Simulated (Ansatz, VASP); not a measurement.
**SnO2 in VASP and in Ansatz**

INCAR

```
ALGO     = Normal         # electronic algorithm
EDIFF    = 1E-6           # SCF threshold, eV
ENCUT    = 520            # plane-wave cutoff, eV
GGA      = PE             # functional
ISIF     = 2              # what is computed and relaxed
ISMEAR   = 0              # smearing method
LASPH    = True           # aspherical terms in the spheres
LCHARG   = True           # write CHGCAR
LELF     = True           # ELF
LREAL    = False          # projectors in reciprocal space
LVHAR    = True         
LWAVE    = False          # write WAVECAR
NBANDS   = 35             # bands
NELM     = 100            # most SCF steps
PREC     = Accurate       # precision mode
SIGMA    = 0.1            # smearing width, eV
```

KPOINTS

```
k-points
0
Gamma
  4 4 6
```

The input POSCAR:

```
SnO2
1.0
    4.7880040000      0.0000000000      0.0000000000
    0.0000000000      4.8665820000      0.0000000000
    0.0000000000      0.0000000000      3.2408980000
Sn O
2 4
Direct
    0.5000000000      0.5000000000      0.5000000000
    0.0000000000      0.0000000000      0.0000000000
    0.2918550000      0.3210420000      0.0000000000
    0.7918550000      0.1789580000      0.5000000000
    0.2081450000      0.8210420000      0.5000000000
    0.7081450000      0.6789580000      0.0000000000
```

Input for Ansatz:

```yaml
crystal:
  lattice:
    - [4.788004, 0.0, 0.0]
    - [0.0, 4.866582, 0.0]
    - [0.0, 0.0, 3.240898]
  atoms:
    - { symbol: Sn, position: [0.5, 0.5, 0.5] }
    - { symbol: Sn, position: [0.0, 0.0, 0.0] }
    - { symbol: O, position: [0.291855, 0.321042, 0.0] }
    - { symbol: O, position: [0.791855, 0.178958, 0.5] }
    - { symbol: O, position: [0.208145, 0.821042, 0.5] }
    - { symbol: O, position: [0.708145, 0.678958, 0.0] }
basis:
  ecutwfc: 420
kpoints:
  mp_grid: { grid: [4, 4, 6] }
hamiltonian:
  xc: pbe
scf:
  occupations: { method: gaussian, width: 0.1 }
output:
  forces: true
  stress: true
  eigenvalues: true
```

The cell is a database's computed one.

Alike in both runs: task single point; functional PBE; k mesh 4 × 4 × 6; occupations gaussian, width 0.1 eV; no spin polarisation.

|  | VASP | Ansatz |
| --- | --- | --- |
| version | VASP 6.6.1 | Ansatz 0.2.0 |
| potentials or method | VASP PAW PBE potentials, release 64 (Sn_d, O) | scalar-relativistic, plane waves, PAW |
| plane-wave cutoff (eV) | 520 | 420 |
| valence electrons in the cell | 52 | 52 |

|  | VASP | Ansatz | Ansatz less VASP |
| --- | --- | --- | --- |
| gap on the k mesh at the Fermi level (eV) | 0.79 | 0.81 | +0.011 |
| least direct gap on the mesh (eV) | 0.79 | 0.81 | +0.011 |
| pressure (GPa) | 0.0 | -0.6 | -0.60 |
| largest component of the traceless stress (GPa) | 0.12 | 0.22 | +0.107 |
| rms of the force components (eV/Å) | 0.031 | 0.033 | +0.0027 |

Atom by atom the forces differ by 0.008 eV/Å (rms over components). With one functional, cell and mesh, what is left measures potentials, basis and numerics.

Caveats: spin-orbit coupling is left out, which moves the levels of the heavy elements. Expect the measured gap to be larger: semilocal functionals such as PBE lack the derivative discontinuity.
